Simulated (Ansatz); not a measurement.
Structure relaxation of Na

Theory: DFT PBE, scalar-relativistic, plane waves, PAW in Ansatz. Cutoff 420 eV, Γ-centred k mesh, Gaussian smearing, no spin polarisation in the final step.

A relaxed cell is given with its space group left out.

```xyz
29
Lattice="-6.4689 6.4689 6.4689 6.4689 -6.4689 6.4689 6.4689 6.4689 -6.4689" Properties=species:S:1:pos:R:3 pbc="T T T"
Na    0.0000    0.0000    0.0000
Na   -4.1332    4.1332    4.1332
Na   -1.1958    1.1958    3.6534
Na    1.1958   -1.1958    3.6534
Na   -1.7934    1.7934    7.0443
Na    4.1332   -4.1332    4.1332
Na    1.7934   -1.7934    7.0443
Na    1.1958    1.1958    9.2844
Na   -1.1958    3.6534    1.1958
Na    3.6534   -1.1958    1.1958
Na    1.7934    1.7934    5.8935
Na   -0.5754    4.6755    4.6755
Na    4.6755   -0.5754    4.6755
Na    2.3356    2.3356    2.3356
Na    1.1958    3.6534   -1.1958
Na    3.6534    1.1958   -1.1958
Na   -1.7934    7.0443    1.7934
Na    7.0443   -1.7934    1.7934
Na    1.7934    5.8935    1.7934
Na    5.8935    1.7934    1.7934
Na    2.8155    5.2731    5.2731
Na    5.2731    2.8155    5.2731
Na    4.1332    4.1332   -4.1332
Na    1.7934    7.0443   -1.7934
Na    7.0443    1.7934   -1.7934
Na    4.6755    4.6755   -0.5754
Na    1.1958    9.2844    1.1958
Na    9.2844    1.1958    1.1958
Na    5.2731    5.2731    2.8155
```

Energies count from the standard state of Na at the same level.

Problem. What space group does it have?

Solution. I-43m (No. 217). Conventional cell: a = 12.938 Å. Na on Wyckoff site a (1 atom of the primitive cell) is coordinated by 16 Na at 4.03–4.05 Å; around Na on Wyckoff site c (4 atoms of the primitive cell) lie 3 Na at 3.64 Å, 10 Na at 3.94–4.18 Å and 3 Na at 4.41 Å; Na on Wyckoff site g (12 atoms of the primitive cell) has 12 Na at 3.38–4.18 Å; Na on Wyckoff site g (12 atoms of the primitive cell) is coordinated by 12 Na at 3.49–3.92 Å and 1 Na at 4.41 Å.

Problem. How far above the standard state of Na does it lie?

Solution. 0.01 eV/atom.

Problem. Is it a metal?

Solution. Yes, bands cross the Fermi level on the 4×4×4 mesh.

The final run used a 4×4×4 mesh on its 29-atom cell and 0.10 eV smearing. The k mesh leaves about 4 meV/atom of noise in metals.

This form isn't the element's structure at ambient conditions.